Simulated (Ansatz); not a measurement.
Runs of Ansatz 0.2.0 on Tl. Symmetry: P6_3/mmc, No. 194, hexagonal system. Conventional cell: a = 3.456 Å, b = 3.456 Å, c = 5.525 Å, α = 90.00°, β = 90.00°, γ = 120.00°. Tl (site symmetry -6m2) is surrounded by 12 Tl at 3.41 to 3.46 Å. 

```tsv
task	level	spin	cell	k mesh	cutoff (eV)	smearing	broadening	points for each segment of the path	other keys	gap on the mesh (eV)	pressure (GPa)
electric field gradients	RPBE+D4	SOC, no magnetisation	as given	11 × 11 × 6	420	gaussian 0.1 eV	-	-	kpoints.mp_grid.grid = 11 × 11 × 6; …	none	1.3
optical spectrum	BLYP+D3(BJ)-ATM	off	as given	9 × 9 × 5	420	tetrahedron	0.1 eV	-	-	none	-
projected density of states	HSE03	off	as given	6 × 6 × 4	420	methfessel-paxton 0.05 eV	-	-	-	none	(a)
band structure	BLYP+D3(BJ)-ATM	SOC, no magnetisation	volume scaled by 0.96	9 × 9 × 5	420	cold 0.025 eV	-	14	-	none	3.8
```

Alike in all rows: potentials or basis Ansatz PAW.

Fill in the values left out.

(a) 2.2.

Caveats: the PAW data sets come from PBE, with cores solved anew for the run's functional, which leaves a small shift of forces and pressure; pairwise dispersion overbinds metals, which lowers pressure and volume (some runs); the thresholds are loose for stress (some runs).

A k mesh can miss the band edges, and rows without SOC leave out spin-orbit coupling on Tl.

A gap of «none» marks a metal or a gap under the smearing width.

Runs at the PBE level aren't shown here.
